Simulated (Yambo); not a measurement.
# BP in Yambo: convergence with bands in self energy

Crystal: BP.

```
P B
1.0
     0.00000    2.26900    2.26900
     2.26900    0.00000    2.26900
     2.26900    2.26900    0.00000
P B
1 1
Direct
  0.75000 0.75000 0.75000
  0.00000 0.00000 0.00000
```

- Program: Yambo 5.3.0
- Task: G0W0 quasiparticle levels
- Functional: LDA
- Potentials or basis: PseudoDojo 0.4.1 SR LDA standard
- Cutoff: 1034 eV
- Density cutoff: 4136 eV
- k mesh: 6 × 6 × 6
- Occupations: fixed
- Spin: no spin polarisation
- k mesh of the self-consistent run: 10 × 10 × 10
- Form of the LDA: PW92
- Random integration of the Coulomb term: yes
- Direction of the field or of q to 0: x + y + z
- Broadening: 0.1 eV
- States corrected: Γ and the k points of the band edges
- Frequency dependence of W: plasmon pole
- Terminator of the band sum in the self-energy: none
- Quasiparticle equation: linearised (Newton)
- Imaginary frequency of the plasmon-pole fit: 27.2114 eV
- Bands in the response: 154
- Bands in the self-energy: 24
- Cutoff of the response matrix: 15 Ry
- Cutoff of exchange and Vxc: 76 Ry
- Bands corrected (first, last): [4, 5]

These are the settings of the first run; the series varies bands in self energy, with any setting tied to it.

Q: The values tried are 24, 44, 84, 154, loosest first. From which on does the quasiparticle gap at the points computed stay within 0.05 eV of the tightest run that finished?

A: From 84 on.

| bands in self energy | quasiparticle gap at the points computed (eV) |
| --- | --- |
| 24 | 1.955 |
| 44 | 2.018 |
| 84 | 2.064 |
| 154 | 2.084 |

The tightest run that finished is the yardstick and may itself not be fully converged.

Caveat, for the tightest run too: this k mesh misses the band edges, so its gaps are larger than the crystal's; this version prints the column dSc/dw multiplied by 27.2; the quasiparticle gap listed is the Kohn-Sham gap on the denser mesh of the self-consistent run plus the correction found on the GW mesh, so it differs from the gap in the log.
